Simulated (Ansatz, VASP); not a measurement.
# CdSe (CdSe(110)): VASP beside Ansatz

Aim: how closely do two programs agree when they are given the same cell, functional and k mesh? The structure shown is the end of the VASP relaxation below.

Program: Ansatz 0.2.0. Level of theory: plane waves, with VASP 6.6.1 beside it; single point at PBE and band structure at PBE. Results are calculated unless marked as measured.

## (1) Starting point

The cell holds 18 atoms: 9 Cd and 9 Se. Its edges and angles: a = 4.381 Å, b = 6.195 Å, c = 33.522 Å, α = 90.0°, β = 90.0°, γ = 90.0°. It derives from CdSe. As first built, before any earlier steps moved the atoms (in the runner's words): 9 layers, cut at this functional's lattice. Vacuum lies along c.

## (2) VASP: relaxation, PBE

This run makes the geometry at which the two programs are then compared.

Lines of VASP's logs that name or quote its potential files are left out, and so is its time.

INCAR

```
SYSTEM = CdSe
PREC = Normal
ENCUT = 320
EDIFF = 1E-05
NELM = 120
ISMEAR = 0
SIGMA = 0.03
LREAL = Auto
ALGO = Fast
GGA = PE
NBANDS = 100
LORBIT = 11
LWAVE = .FALSE.
LCHARG = .FALSE.
KPAR = 2
NCORE = 2
IBRION = 2
NSW = 60
ISIF = 2
EDIFFG = -0.03
POTIM = 0.4
MAXMIX = 40
IDIPOL = 3
LDIPOL = .TRUE.
DIPOL = 0.5 0.5 0.5
```

POSCAR

```
CdSe
1.0
    4.3805363187      0.0000000000      0.0000000000
    0.0000000000      6.1950138724      0.0000000000
    0.0000000000      0.0000000000     33.5221452749
Cd Se
9 9
Direct
    0.0000000000      0.0000000000      0.2386482100
    0.5000000000      0.5000000000      0.3039861600
    0.0000000000      0.0000000000      0.3693241100
    0.5000000000      0.5000000000      0.4346620500
    0.0000000000      0.0000000000      0.5000000000
    0.5000000000      0.5000000000      0.5653379500
    0.0000000000      0.0000000000      0.6306758900
    0.5000000000      0.5000000000      0.6960138400
    0.0000000000      0.0000000000      0.7613517900
    0.0000000000      0.7500000000      0.3039861600
    0.5000000000      0.2500000000      0.2386482100
    0.0000000000      0.7500000000      0.4346620500
    0.5000000000      0.2500000000      0.3693241100
    0.0000000000      0.7500000000      0.5653379500
    0.5000000000      0.2500000000      0.5000000000
    0.0000000000      0.7500000000      0.6960138400
    0.5000000000      0.2500000000      0.6306758900
    0.5000000000      0.2500000000      0.7613517900
```

KPOINTS

```
Automatic mesh
0
Gamma
6 4 1
0 0 0
```

Potentials, in the order of the species: Cd and Se (PBE family, release 64).

Started as:

```console
> mpirun -np 4 vasp_std
```

Numbers of over 12 decimals in the logs are rounded to 6 here.

Log:

```text
[banner, memory and clock lines left out]
running    4 mpi-ranks, on    1 nodes
 distrk:  each k-point on    2 cores,    2 groups
 distr:  one band on    2 cores,    1 groups

 POSCAR found type information on POSCAR CdSe
 POSCAR found :  2 types and      18 ions
 LDA part: xc-table for (Slater+PW92), standard interpolation
 POSCAR, INCAR and KPOINTS ok, starting setup
 FFT: planning ... GRIDC
 FFT: planning ... GRID_SOFT
 FFT: planning ... GRID
 WAVECAR not read
 entering main loop
       N       E                     dE             d eps       ncg     rms          rms(c)
DAV:   1     0.934767752611E+03    0.93477E+03   -0.54665E+04  2552   0.920E+02
DAV:   2     0.258068104450E+02   -0.90896E+03   -0.88242E+03  2772   0.269E+02
DAV:   3    -0.498257266673E+02   -0.75633E+02   -0.74818E+02  2716   0.720E+01
DAV:   4    -0.519254121815E+02   -0.20997E+01   -0.20899E+01  2728   0.112E+01
DAV:   5    -0.519762908665E+02   -0.50879E-01   -0.50832E-01  2744   0.155E+00    0.170E+01
RMM:   6    -0.479971210398E+02    0.39792E+01   -0.78050E+00  2400   0.681E+00    0.140E+01
RMM:   7    -0.478179006600E+02    0.17922E+00   -0.44421E+00  2400   0.392E+00    0.310E+00
RMM:   8    -0.477300216481E+02    0.87879E-01   -0.31831E-01  2400   0.122E+00    0.150E+00
RMM:   9    -0.477338815999E+02   -0.38600E-02   -0.10813E-01  2400   0.723E-01    0.666E-01
RMM:  10    -0.477322771161E+02    0.16045E-02   -0.11024E-02  2412   0.352E-01    0.168E-01
RMM:  11    -0.477343376808E+02   -0.20606E-02   -0.36042E-03  2402   0.139E-01    0.109E-01
RMM:  12    -0.477343334432E+02    0.42375E-05   -0.69607E-04  2410   0.551E-02    0.276E-02
RMM:  13    -0.477346607547E+02   -0.32731E-03   -0.26508E-04  2048   0.311E-02    0.174E-02
RMM:  14    -0.477348032672E+02   -0.14251E-03   -0.11370E-04  1828   0.223E-02    0.668E-03
RMM:  15    -0.477348756752E+02   -0.72408E-04   -0.15246E-05  1513   0.738E-03    0.526E-03
RMM:  16    -0.477349314139E+02   -0.55739E-04   -0.10137E-05  1480   0.545E-03    0.263E-03
RMM:  17    -0.477349488387E+02   -0.17425E-04   -0.21347E-06   843   0.295E-03    0.127E-03
RMM:  18    -0.477349609834E+02   -0.12145E-04   -0.38674E-06  1325   0.403E-03    0.227E-03
RMM:  19    -0.477349637334E+02   -0.27500E-05   -0.32175E-07   529   0.183E-03
   1 F= -.47734964E+02 E0= -.47734964E+02  d E =-.477350E+02
[... from here on, the cycles between the ionic steps are left out ...]
   2 F= -.47880127E+02 E0= -.47880127E+02  d E =-.145163E+00
   3 F= -.48143849E+02 E0= -.48143849E+02  d E =-.408886E+00
   9 F= -.48527739E+02 E0= -.48527739E+02  d E =-.256104E-01
  10 F= -.48535558E+02 E0= -.48535558E+02  d E =-.781902E-02
  11 F= -.48538075E+02 E0= -.48538075E+02  d E =-.103360E-01
  12 F= -.48543712E+02 E0= -.48543712E+02  d E =-.563694E-02
  13 F= -.48545004E+02 E0= -.48545004E+02  d E =-.692928E-02
  14 F= -.48545197E+02 E0= -.48545197E+02  d E =-.712246E-02
  15 F= -.48545438E+02 E0= -.48545438E+02  d E =-.736338E-02
  16 F= -.48545613E+02 E0= -.48545613E+02  d E =-.753853E-02
  17 F= -.48547673E+02 E0= -.48547673E+02  d E =-.205924E-02
  18 F= -.48547682E+02 E0= -.48547682E+02  d E =-.206841E-02
 curvature:  -4.88 expect dE=-0.190E-02 dE for cont linesearch -0.211E-06
 trial: gam= 0.31377 g(F)=  0.389E-03 g(S)=  0.000E+00 ort = 0.927E-05 (trialstep = 0.435E+01)
 search vector abs. value=  0.590E-03
 bond charge predicted
       N       E                     dE             d eps       ncg     rms          rms(c)
DAV:   1    -0.485471447964E+02    0.53374E-03   -0.26980E+00  2424   0.484E+00    0.231E-01
RMM:   2    -0.485485193751E+02   -0.13746E-02   -0.25277E-02  2400   0.514E-01    0.331E-01
RMM:   3    -0.485490599011E+02   -0.54053E-03   -0.28724E-03  2400   0.181E-01    0.192E-01
RMM:   4    -0.485491063327E+02   -0.46432E-04   -0.15126E-03  2400   0.112E-01    0.448E-02
RMM:   5    -0.485491290110E+02   -0.22678E-04   -0.14245E-04  2397   0.377E-02    0.369E-02
RMM:   6    -0.485491120903E+02    0.16921E-04   -0.37570E-05  1727   0.178E-02    0.358E-02
RMM:   7    -0.485490484611E+02    0.63629E-04   -0.11996E-05  1480   0.850E-03    0.230E-02
RMM:   8    -0.485490897711E+02   -0.41310E-04   -0.59351E-06  1441   0.626E-03    0.151E-02
RMM:   9    -0.485491315064E+02   -0.41735E-04   -0.72481E-06  1446   0.634E-03    0.701E-03
RMM:  10    -0.485491422065E+02   -0.10700E-04   -0.17864E-06  1114   0.305E-03    0.542E-03
RMM:  11    -0.485491442225E+02   -0.20160E-05   -0.10719E-06  1099   0.289E-03
  19 F= -.48549144E+02 E0= -.48549144E+02  d E =-.146248E-02
 trial-energy change:   -0.001462  1 .order   -0.001417   -0.001703   -0.001132
 step:   8.7537(harm= 12.9494)  dis= 0.01517  next Energy=   -48.549765 (dE=-0.208E-02)
 reached required accuracy - stopping structural energy minimisation
```

From OUTCAR (step 2):

```text
ion  position               nearest neighbor table
   1  0.000  0.000  0.239-  11 2.68  11 2.68  10 2.68
   2  0.500  0.500  0.304-  10 2.68  10 2.68  13 2.68  11 2.68
   3  0.000  0.000  0.369-  12 2.68  13 2.68  13 2.68  10 2.68
   4  0.500  0.500  0.435-  13 2.68  12 2.68  12 2.68  15 2.68
   5  0.000  0.000  0.500-  15 2.68  15 2.68  12 2.68  14 2.68
   6  0.500  0.500  0.565-  17 2.68  14 2.68  14 2.68  15 2.68
   7  0.000  0.000  0.631-  14 2.68  17 2.68  17 2.68  16 2.68
   8  0.500  0.500  0.696-  16 2.68  16 2.68  18 2.68  17 2.68
   9  0.000  0.000  0.761-  18 2.68  18 2.68  16 2.68
  10  0.000  0.750  0.304-   2 2.68   2 2.68   3 2.68   1 2.68
  11  0.500  0.250  0.239-   1 2.68   1 2.68   2 2.68
  12  0.000  0.750  0.435-   3 2.68   4 2.68   4 2.68   5 2.68
  13  0.500  0.250  0.369-   4 2.68   3 2.68   3 2.68   2 2.68
  14  0.000  0.750  0.565-   7 2.68   6 2.68   6 2.68   5 2.68
  15  0.500  0.250  0.500-   5 2.68   5 2.68   6 2.68   4 2.68
  16  0.000  0.750  0.696-   8 2.68   8 2.68   9 2.68   7 2.68
  17  0.500  0.250  0.631-   6 2.68   7 2.68   7 2.68   8 2.68
  18  0.500  0.250  0.761-   9 2.68   9 2.68   8 2.68

  LATTYP: Found a simple orthorhombic cell.
 ALAT       =     4.3805363187
 B/A-ratio  =     1.4142135624
 C/A-ratio  =     7.6525207956

 Subroutine GETGRP returns: Found  4 space group operations
 (whereof  4 operations were pure point group operations)

The static configuration has the point symmetry C_2v.

 Found     12 irreducible k-points:

   k-points           NKPTS =     12   k-points in BZ     NKDIM =     12   number of bands    NBANDS=    100

   dimension x,y,z NGX =    20 NGY =   28 NGZ =  150
   dimension x,y,z NGXF=    40 NGYF=   56 NGZF=  300

   ENCUT  =  320.0 eV  23.52 Ry    4.85 a.u.   6.39  9.04 48.89*2*pi/ulx,y,z

   NELECT =     162.0000    total number of electrons

 k-points in reciprocal lattice and weights: Automatic mesh
   0.00000000  0.00000000  0.00000000       0.042
   0.16666667  0.00000000  0.00000000       0.083
   0.33333333  0.00000000  0.00000000       0.083
   0.50000000  0.00000000  0.00000000       0.042
   0.00000000  0.25000000  0.00000000       0.083
   0.16666667  0.25000000  0.00000000       0.167
   0.33333333  0.25000000  0.00000000       0.167
   0.50000000  0.25000000  0.00000000       0.083
   0.00000000  0.50000000  0.00000000       0.042
   0.16666667  0.50000000  0.00000000       0.083
   0.33333333  0.50000000  0.00000000       0.083
   0.50000000  0.50000000  0.00000000       0.042

 dipolmoment           0.000000      0.000000     -0.000000 electrons x Angstroem

 average (electrostatic) potential at core
       1 -42.9436       2 -42.7997       3 -42.8238       4 -42.8138       5 -42.8051
       6 -42.8138       7 -42.8238       8 -42.7997       9 -42.9436      10 -59.3625
      11 -59.0819      12 -59.3033      13 -59.2858      14 -59.3033      15 -59.2855
      16 -59.3625      17 -59.2858      18 -59.0819

 E-fermi :  -1.8737

 k-point     1 :       0.0000    0.0000    0.0000
  band No.  band energies     occupation
    ...
     77      -2.1883      2.00000
     78      -2.1751      2.00000
     79      -2.1215      2.00000
     80      -2.0748      2.00000
     81      -2.0235      2.00000
     82      -1.1295      0.00000
     83      -0.4767      0.00000
     84       0.1547      0.00000
     85       0.7453      0.00000
     86       1.1944      0.00000
    ...

 k-point     2 :       0.1667    0.0000    0.0000
  band No.  band energies     occupation
    ...
     77      -2.6875      2.00000
     78      -2.5195      2.00000
     79      -2.4989      2.00000
     80      -2.3350      2.00000
     81      -2.2373      2.00000
     82      -0.2296      0.00000
     83       0.2018      0.00000
     84       0.7123      0.00000
     85       1.2127      0.00000
     86       1.4254      0.00000
    ...

 k-point     3 :       0.3333    0.0000    0.0000
  band No.  band energies     occupation
    ...
     77      -3.0833      2.00000
     78      -2.9977      2.00000
     79      -2.8742      2.00000
     80      -2.6795      2.00000
     81      -2.4449      2.00000
     82       0.7670      0.00000
     83       0.9299      0.00000
     84       1.1091      0.00000
     85       1.3527      0.00000
     86       1.4501      0.00000
    ...

  Total       -0.8932598     -0.4277958     -0.5146194      0.0000000      0.0000000      0.0000000
  in kB       -1.5732110     -0.7534349     -0.9063488      0.0000000      0.0000000      0.0000000
  external PRESSURE =      -1.0776649 kB  Pullay stress =       0.0000000 kB

  energy-cutoff  :      320.00
  volume of cell :      909.71
      direct lattice vectors                 reciprocal lattice vectors
     4.380536319  0.000000000  0.000000000     0.228282550  0.000000000  0.000000000
     0.000000000  6.195013872  0.000000000     0.000000000  0.161420139  0.000000000
     0.000000000  0.000000000 33.522145275     0.000000000  0.000000000  0.029831026

 POSITION                                       TOTAL-FORCE (eV/Angst)
 -----------------------------------------------------------------------------------
      0.00000      0.32676      8.46454         0.000000      0.022296      0.004303
      2.19027      2.99276     10.01943         0.000000      0.004491     -0.001235
      0.00000      6.14980     12.38574         0.000000     -0.001895      0.014573
      2.19027      3.05670     14.52283         0.000000     -0.013669      0.010529
      0.00000      6.18226     16.76107         0.000000     -0.007453      0.000000
      2.19027      3.05670     18.99932         0.000000     -0.013669     -0.010529
      0.00000      6.14980     21.13641         0.000000     -0.001895     -0.014573
      2.19027      2.99276     23.50272        -0.000000      0.004491      0.001235
      0.00000      0.32676     25.05761         0.000000      0.022296     -0.004303
      0.00000      4.55423     10.20167        -0.000000     -0.002154      0.005505
      2.19027      1.57552      7.76928         0.000000      0.013502     -0.015646
      0.00000      4.61507     14.57083         0.000000     -0.015393      0.012799
      2.19027      1.51741     12.31214         0.000000      0.011000      0.011980
      0.00000      4.61507     18.95131         0.000000     -0.015393     -0.012799
      2.19027      1.54509     16.76107         0.000000     -0.028903      0.000000
      0.00000      4.55423     23.32048         0.000000     -0.002154     -0.005505
      2.19027      1.51741     21.21001         0.000000      0.011000     -0.011980
      2.19027      1.57552     25.75287        -0.000000      0.013502      0.015646
 -----------------------------------------------------------------------------------
    total drift:                               -0.000000     -0.008764     -0.000033

  FREE ENERGIE OF THE ION-ELECTRON SYSTEM (eV)
  ---------------------------------------------------
  free  energy   TOTEN  =       -48.5491442225 eV

  energy  without entropy=      -48.5491442225  energy(sigma->0) =      -48.54914422

 reached required accuracy - stopping structural energy minimisation

 vacuum level on the upper side and lower side of the slab         3.482         3.482

 total charge
# of ion       s       p       d       tot
------------------------------------------
    1        0.479   0.263   9.519  10.261
    2        0.439   0.284   9.527  10.250
    3        0.438   0.284   9.528  10.249
    4        0.436   0.279   9.529  10.244
    5        0.437   0.281   9.529  10.247
    6        0.436   0.279   9.529  10.244
    7        0.438   0.284   9.528  10.249
    8        0.439   0.284   9.527  10.250
    9        0.479   0.263   9.519  10.261
   10        1.447   2.365   0.019   3.831
   11        1.462   2.320   0.018   3.800
   12        1.446   2.365   0.019   3.829
   13        1.447   2.358   0.018   3.823
   14        1.446   2.365   0.019   3.829
   15        1.447   2.360   0.018   3.825
   16        1.447   2.365   0.019   3.831
   17        1.447   2.358   0.018   3.823
   18        1.462   2.320   0.018   3.800
--------------------------------------------------
tot         17.072  23.676  85.900 126.648

[... 3 further parts left out ...]
```

The run keeps the 4 symmetry operations of its start, so it cannot find a distortion of lower symmetry.

[end of part 1 of 3]

[Lines on the potential files, build, host, timing and source positions are cut from VASP's logs without a mark.]

[Logs are printed without paths, hosts, clocks, repeated set-up lines and the standing remarks that a program may print on its own settings, such as how far it seeks lower states.]

[Hosts, paths, dates, database ids (printed as entryN), source tags and the programs' standing remarks are cut or masked in the printed files.]
